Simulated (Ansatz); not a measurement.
The system is InP.

```
In P
1.0
     0.00000    2.76883    2.76883
     2.76883    0.00000    2.76883
     2.76883    2.76883    0.00000
In P
1 1
Direct
  0.00000 0.00000 0.00000
  0.50000 0.50000 0.50000
```

Measurements of this composition are mostly on another form, of space group No. 216.

Base run:

```yaml
Program: Ansatz 0.2.0
Functional: LDA
Potentials_or_basis: Ansatz PAW
Cutoff: "420 eV (not typed: the program's choice for these potentials)"
k_mesh: 8 × 8 × 8
Occupations: fermi-dirac, width 0.05 eV
Spin: no spin polarisation
```

Its results: band gap on the k mesh none (metal or under the smearing width); pressure -5.1 GPa.

Task: The run is repeated on the same cell with these changes: functional from LDA to PBE; occupations from fermi-dirac, width 0.05 eV to gaussian, width 0.011 eV. What comes out?

Result: Band gap on the k mesh none (metal or under the smearing width); pressure -0.1 GPa.

Caveats: spin-orbit coupling is left out, which moves the levels of the heavy elements (some runs); the PAW data sets come from PBE, with cores solved anew for the run's functional, which leaves a small shift of forces and pressure (some runs).
